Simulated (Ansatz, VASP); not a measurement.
# CdTe: VASP beside Ansatz

Contents of INCAR:

```
SYSTEM = CdTe
PREC     = Accurate       ! precision mode
ENCUT    = 520            ! plane-wave cutoff, eV
EDIFF    = 1E-7           ! SCF threshold, eV
ISMEAR   = 0              ! smearing method
SIGMA    = 0.05           ! smearing width, eV
LREAL    = .FALSE.        ! projectors in reciprocal space
LASPH    = .TRUE.         ! aspherical terms in the spheres
NELM     = 100            ! most SCF steps
ALGO     = Normal         ! electronic algorithm
ISIF     = 2              ! what is computed and relaxed
LWAVE    = .FALSE.        ! write WAVECAR
LCHARG   = .FALSE.        ! write CHGCAR
GGA      = PS             ! functional
NBANDS   = 16             ! bands
```

KPOINTS

```
Automatic mesh
0
G
  10 10 10
  0 0 0
```

The input POSCAR:

```
CdTe
1.0
    0.0000000000      3.1091548554      3.1091548554
    3.1091548554      0.0000000000      3.1091548554
    3.1091548554      3.1091548554      0.0000000000
Cd Te
1 1
Direct
    0.0000000000      0.0000000000      0.0000000000
    0.2500000000      0.2500000000      0.2500000000
```

Input for Ansatz:

```yaml
crystal:
  lattice:
    - [0.0, 3.1091548554, 3.1091548554]
    - [3.1091548554, 0.0, 3.1091548554]
    - [3.1091548554, 3.1091548554, 0.0]
  atoms:
    - { symbol: Cd, position: [0.0, 0.0, 0.0] }
    - { symbol: Te, position: [0.25, 0.25, 0.25] }
basis:
  ecutwfc: 420
  ecutrho_ratio: 4
kpoints:
  mp_grid: { grid: [10, 10, 10] }
hamiltonian:
  xc: pbesol
scf:
  occupations: { method: gaussian, width: 0.05 }
output:
  forces: true
  stress: true
  eigenvalues: true
```

Alike in both runs: task single point; functional PBEsol; k mesh 10 × 10 × 10; occupations gaussian, width 0.05 eV; no spin polarisation.

|  | VASP | Ansatz |
| --- | --- | --- |
| version | VASP 6.6.1 | Ansatz 0.2.0 |
| potentials or method | VASP PAW PBE potentials, release 64 (Cd, Te) | scalar-relativistic, plane waves, PAW |
| plane-wave cutoff (eV) | 520 | 420 |
| valence electrons in the cell | 18 | 36 |

```tsv
	VASP	Ansatz	Ansatz less VASP
gap on the k mesh at the Fermi level (eV)	1.04	1.03	-0.009
least direct gap on the mesh (eV)	1.04	1.03	-0.009
pressure (GPa)	7.5	7.2	-0.27
```

The two sets of potentials don't hold the same shells in valence.

Caveats: the PAW data sets were made with another functional, which shifts forces and pressure a little (VASP); spin-orbit coupling is left out, which moves the levels of the heavy elements.
